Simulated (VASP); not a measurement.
# InP (F-43m) in VASP: single point with PBE+D3(BJ)

Aim: the single point of InP with PBE+D3(BJ).

All numbers are computed with VASP 6.6.1; they aren't measurements. Logs are shortened: lines on timing, memory, paths and dates and some standing lists are left out, and cuts for length are marked.

**What was measured.**

From a printed reference work, data compilation, for a bulk crystal of InP at 1.6 K: band gap 1.4236 eV (direct).

The runs below are set against these values where they give the same quantity.

## (1) The cell of the first run

It takes space group F-43m (No. 216, cubic). Conventional cell: a = 5.894 Å, b = 5.894 Å, c = 5.894 Å, α = 90.00°, β = 90.00°, γ = 90.00°. Within 3.4 Å of In (site symmetry -43m) lie 4 P at 2.55 Å. P (site symmetry -43m) has 4 In at 2.55 Å within 3.4 Å.

## (2) Single point, PBE+D3(BJ)

Input file INCAR:

```
SYSTEM = InP
PREC     = Accurate       ! precision mode
ENCUT    = 500            ! plane-wave cutoff, eV
EDIFF    = 1E-6           ! SCF threshold, eV
ISMEAR   = 0              ! smearing method
SIGMA    = 0.02           ! smearing width, eV
LREAL    = .False.        ! projectors in reciprocal space
LASPH    = .True.         ! aspherical terms in the spheres
NELM     = 120            ! most SCF steps
ALGO     = Normal         ! electronic algorithm
ISIF     = 2              ! what is computed and relaxed
LWAVE    = .False.        ! write WAVECAR
LCHARG   = .False.        ! write CHGCAR
GGA      = PE             ! functional
IVDW     = 12             ! dispersion correction
NBANDS   = 16             ! bands
GGA_COMPAT= .False.
```

Input file KPOINTS:

```
regular mesh
0
Gamma
  8 8 8
  0 0 0
```

Input file POSCAR:

```
InP
1.0
    0.0000000000      2.9469465052      2.9469465052
    2.9469465052      0.0000000000      2.9469465052
    2.9469465052      2.9469465052      0.0000000000
In P
1 1
Direct
    0.0000000000      0.0000000000      0.0000000000
    0.7500000000      0.7500000000      0.7500000000
```

Potentials or basis: VASP PAW PBE potentials, release 64 (In_d, P).

On the command line:

```
$ cat potpaw_PBE.64/In_d/POTCAR potpaw_PBE.64/P/POTCAR > POTCAR
$ mpirun -np 1 vasp_std > vasp.out
```

OUTCAR:

```text
SYSTEM = InP
   PREC = Accurate
   ENCUT = 500
   EDIFF = 1E-6
   ISMEAR = 0
   LREAL = .False.
   LASPH = .True.
   NELM = 120
   ISIF = 2
   GGA = PE
   IVDW = 12
 IVDW          = 12

 ion  position               nearest neighbor table
   1  0.000  0.000  0.000-   2 2.55   2 2.55   2 2.55   2 2.55
   2  0.750  0.750  0.750-   1 2.55   1 2.55   1 2.55   1 2.55

  LATTYP: Found a face centered cubic cell.
 ALAT       =     5.8938930104

  Lattice vectors:

 A1 = (   0.0000000000,   2.9469465052,   2.9469465052)
 A2 = (   2.9469465052,   0.0000000000,   2.9469465052)
 A3 = (   2.9469465052,   2.9469465052,   0.0000000000)

Analysis of symmetry for initial positions (statically):
=====================================================================
 Subroutine PRICEL returns:
 Original cell was already a primitive cell.

 Routine SETGRP: Setting up the symmetry group for a
 face centered cubic supercell.

 Subroutine GETGRP returns: Found 24 space group operations
 (whereof 24 operations were pure point group operations)
 out of a pool of 48 trial point group operations.

The static configuration has the point symmetry T_d .

Analysis of symmetry for dynamics (positions and initial velocities):
=====================================================================
 Subroutine PRICEL returns:
 Original cell was already a primitive cell.

 Routine SETGRP: Setting up the symmetry group for a
 face centered cubic supercell.

 Subroutine GETGRP returns: Found 24 space group operations
 (whereof 24 operations were pure point group operations)
 out of a pool of 48 trial point group operations.

The dynamic configuration has the point symmetry T_d .

 Subroutine INISYM returns: Found 24 space group operations
 (whereof 24 operations are pure point group operations),
 and found     1 'primitive' translations

----------------------------------------------------------------------------------------

                                     Primitive cell

  volume of cell :      51.1855

  direct lattice vectors                    reciprocal lattice vectors
     0.000000000  2.946946505  2.946946505    -0.169667145  0.169667145  0.169667145
     2.946946505  0.000000000  2.946946505     0.169667145 -0.169667145  0.169667145
     2.946946505  2.946946505  0.000000000     0.169667145  0.169667145 -0.169667145

  length of vectors
     4.167611715  4.167611715  4.167611715     0.293872116  0.293872116  0.293872116

  position of ions in fractional coordinates (direct lattice)
     0.000000000  0.000000000  0.000000000
     0.750000000  0.750000000  0.750000000

  ion indices of the primitive-cell ions
   primitive index   ion index
                 1           1
                 2           2

----------------------------------------------------------------------------------------

 KPOINTS: regular mesh

Automatic generation of k-mesh.
 Grid dimensions read from file:
 generate k-points for:    8    8    8

 Generating k-lattice:

  Cartesian coordinates                     Fractional coordinates (reciprocal lattice)
    -0.021208393  0.021208393  0.021208393     0.125000000  0.000000000  0.000000000
     0.021208393 -0.021208393  0.021208393     0.000000000  0.125000000  0.000000000
     0.021208393  0.021208393 -0.021208393     0.000000000  0.000000000  0.125000000

  Length of vectors
     0.036734014  0.036734014  0.036734014

  Shift w.r.t. Gamma in fractional coordinates (k-lattice)
     0.000000000  0.000000000  0.000000000

 Subroutine IBZKPT returns following result:
 ===========================================

 Found     29 irreducible k-points:

 Following reciprocal coordinates:
            Coordinates               Weight
  0.000000  0.000000  0.000000      1.000000
  0.125000  0.000000  0.000000      8.000000
  0.250000  0.000000  0.000000      8.000000
  0.375000  0.000000  0.000000      8.000000
  0.500000  0.000000  0.000000      4.000000
  0.125000  0.125000  0.000000      6.000000
[... 16 lines left out ...]
  0.500000  0.250000  0.125000     48.000000
 -0.375000  0.250000  0.125000     24.000000
 [... further k-points ...]
   k-points           NKPTS =     29   k-points in BZ     NKDIM =     29   number of bands    NBANDS=     16
   number of dos      NEDOS =    301   number of ions     NIONS =      2
   total plane-waves  NPLWV =  27000
   dimension x,y,z NGX =    30 NGY =   30 NGZ =   30
   dimension x,y,z NGXF=    60 NGYF=   60 NGZF=   60
   ions per type =               1   1
   NGX,Y,Z   is equivalent  to a cutoff of  11.97, 11.97, 11.97 a.u.
   NGXF,Y,Z  is equivalent  to a cutoff of  23.93, 23.93, 23.93 a.u.
 SYSTEM =  InP
   PREC   = accura    normal or accurate (medium, high low for compatibility)
   ISTART =      0    job   : 0-new  1-cont  2-samecut
   ICHARG =      2    charge: 1-file 2-atom 10-const
   ISPIN  =      1    spin polarized calculation?
   LNONCOLLINEAR =      F non collinear calculations
   LSORBIT =      F    spin-orbit coupling
   LASPH  =      T    aspherical Exc in radial PAW
   ENCUT  =  500.0 eV  36.75 Ry    6.06 a.u.   7.60  7.60  7.60*2*pi/ulx,y,z
   NELM   =    120;   NELMIN=  2; NELMDL= -5     # of ELM steps
   EDIFF  = 0.1E-05   stopping-criterion for ELM
   LREAL  =      F    real-space projection
   EDIFFG = 0.1E-04   stopping-criterion for IOM
   NSW    =      0    number of steps for IOM
   IBRION =     -1    ionic relax: 0-MD 1-quasi-New 2-CG
   NFREE  =      0    steps in history (QN), initial steepest desc. (CG)
   ISIF   =      2    stress and relaxation
   ISYM   =      2    0-nonsym 1-usesym 2-fastsym
   POTIM  = 0.5000    time-step for ionic-motion
   TEBEG  =    0.0;   TEEND  =   0.0 temperature during run
   PSTRESS=    0.0 pullay stress
   NELECT =      18.0000    total number of electrons
   NUPDOWN=      -1.0000    fix difference up-down
   EMIN   =  10.00;   EMAX   =-10.00  energy-range for DOS
   EFERMI =   0.00;   METHOD = LEGACY
   ISMEAR =     0;   SIGMA  =   0.02  broadening in eV -4-tet -1-fermi 0-gaus
   EFERMI_NEDOS =   21; number of points for ismear=-14 and -15
   IALGO  =     38    algorithm
   IMIX   =      4    mixing-type and parameters
     AMIX     =   0.40;   BMIX     =  1.00
     AMIX_MAG =   1.60;   BMIX_MAG =  1.00
  volume/ion in A,a.u.               =      25.59       172.71
  Fermi-wavevector in a.u.,A,eV,Ry     =   1.155536  2.183646 18.167357  1.335263
  Thomas-Fermi vector in A             =   2.292164
   LORBIT       =      0    0 simple, 1 ext, 2 COOP (PROOUT), +10 PAW based schemes
   GGA     = PE    functional components
   LHFCALC =     F    Hartree Fock is set to
   AEXX    =    0.0000 exact exchange contribution
   IVDW    =    12    specifies the selected vdW correction
   LEPSILON=     F    determine dielectric tensor
   LRPA    =     F    only Hartree local field effects (RPA)
 non-spin polarized calculation
 Gauss-broadening in eV      SIGMA  =   0.02
  energy-cutoff  :      500.00
  volume of cell :       51.19
 maximum number of plane-waves:      1316
   NGX = 15   NGY = 15   NGZ = 15

 number of electron      18.0000000 magnetization

 Free energy of the ion-electron system (eV)
  ---------------------------------------------------
  ext. energy  EPLUGINS =         0.00000000
  ---------------------------------------------------
  free energy    TOTEN  =        -8.39523888 eV

  energy without entropy =       -8.39523888  energy(sigma->0) =       -8.39523888

 E-fermi :   5.1567     XC(G=0):  -9.2088

 val. band max:        5.0067824766   @ k =   0.0000   0.0000   0.0000
 cond. band min:       5.6271384138   @ k =   0.0000   0.0000   0.0000
 fundamental gap:      0.6203559372
 Fermi energy:         5.1566668377

 k-point     1 :       0.0000    0.0000    0.0000
  band No.  band energies     occupation
      1      -9.1467      2.00000
      2      -9.1467      2.00000
      3      -9.1467      2.00000
      4      -9.0029      2.00000
      5      -9.0029      2.00000
      6      -6.3967      2.00000
[... 8 lines left out ...]
     15      14.4296      0.00000
     16      14.4296      0.00000

 k-point     2 :       0.1250    0.0000    0.0000
  band No.  band energies     occupation
      1      -9.1643      2.00000
      2      -9.1397      2.00000
      3      -9.1397      2.00000
      4      -9.0028      2.00000
      5      -9.0028      2.00000
      6      -6.2230      2.00000
[... 8 lines left out ...]
     15      13.8021      0.00000
     16      14.2854      0.00000

 k-point     3 :       0.2500    0.0000    0.0000
  band No.  band energies     occupation
      1      -9.2047      2.00000
      2      -9.1247      2.00000
      3      -9.1247      2.00000
      4      -9.0004      2.00000
      5      -9.0004      2.00000
      6      -5.7383      2.00000
[... 8 lines left out ...]
     15      13.5806      0.00000
     16      14.1116      0.00000

 k-point     4 :       0.3750    0.0000    0.0000
  band No.  band energies     occupation
      1      -9.2428      2.00000
      2      -9.1134      2.00000
      3      -9.1134      2.00000
      4      -8.9940      2.00000
      5      -8.9940      2.00000
      6      -5.0924      2.00000
[... 8 lines left out ...]
     15      14.4948      0.00000
     16      14.4948      0.00000
[... 324 lines left out ...]
 k-point    22 :       0.3750    0.2500    0.1250
  band No.  band energies     occupation
      1      -9.2409      2.00000
      2      -9.1064      2.00000
      3      -9.1004      2.00000
      4      -9.0171      2.00000
      5      -8.9886      2.00000
      6      -5.3356      2.00000
[... 8 lines left out ...]
     15      15.1513      0.00000
     16      16.5778      0.00000

 k-point    23 :       0.5000    0.2500    0.1250
  band No.  band energies     occupation
      1      -9.2634      2.00000
      2      -9.1013      2.00000
      3      -9.0867      2.00000
      4      -9.0134      2.00000
      5      -8.9882      2.00000
      6      -4.7452      2.00000
[... 8 lines left out ...]
     15      15.7857      0.00000
     16      16.3615      0.00000

 k-point    24 :      -0.3750    0.2500    0.1250
  band No.  band energies     occupation
      1      -9.2716      2.00000
      2      -9.1008      2.00000
      3      -9.0819      2.00000
      4      -9.0078      2.00000
      5      -8.9906      2.00000
      6      -4.4194      2.00000
[... 8 lines left out ...]
     15      15.6707      0.00000
     16      16.2732      0.00000

 [... further k-points ...]

------------------------ aborting loop because EDIFF is reached ----------------------------------------

 Edisp (eV)   -0.61575

 E8    (eV) :    -0.2737

  FORCE on cell =-STRESS in cart. coord.  units (eV):
  Direction    XX          YY          ZZ          XY          YZ          ZX
  --------------------------------------------------------------------------------------
  -------------------------------------------------------------------------------------
  Total      -0.02194    -0.02194    -0.02194     0.00000     0.00000     0.00000
  in kB      -0.68691    -0.68691    -0.68691     0.00000     0.00000     0.00000
  external pressure =       -0.69 kB  Pullay stress =        0.00 kB

 VOLUME and BASIS-vectors are now :
 -----------------------------------------------------------------------------
  energy-cutoff  :      500.00
  volume of cell :       51.19
      direct lattice vectors                 reciprocal lattice vectors
     0.000000000  2.946946505  2.946946505    -0.169667145  0.169667145  0.169667145
     2.946946505  0.000000000  2.946946505     0.169667145 -0.169667145  0.169667145
     2.946946505  2.946946505  0.000000000     0.169667145  0.169667145 -0.169667145

 POSITION                                       TOTAL-FORCE (eV/Angst)
 -----------------------------------------------------------------------------------
      0.00000      0.00000      0.00000        -0.000000      0.000000     -0.000000
      4.42042      4.42042      4.42042         0.000000     -0.000000      0.000000
 -----------------------------------------------------------------------------------
    total drift:                               -0.000000     -0.000000      0.000000

  FREE ENERGIE OF THE ION-ELECTRON SYSTEM (eV)
  ---------------------------------------------------
  free  energy   TOTEN  =        -9.0109930437 eV

  energy  without entropy=       -9.0109930437  energy(sigma->0) =       -9.01099304
```

Run time: 38 s. Hardware: 1 thread of AMD EPYC 7R43 (Zen 3), shared host; peak memory 0.15 GiB.

What came out:

| Quantity | Value |
| --- | --- |
| Free energy | -9.0110 eV |
| Pressure | -0.1 GPa |
| Band gap on the k mesh | 0.62 eV |
| Dispersion energy per atom | -0.308 eV |

Caveat: semilocal functionals underestimate gaps, and a narrow one can read as zero; spin-orbit coupling is left out, which moves the levels of the heavy elements.

## (3) How close it comes

Step 2. Against the measured gap of InP, 1.4236 eV (direct; 1.6 K; a printed reference work, data compilation), the calculated 0.62 eV is off by -0.80 eV. Spin-orbit coupling on In is left out. The value is that of PBE+D3(BJ), without temperature or zero-point motion. Semilocal functionals fall short of measured gaps as a rule.
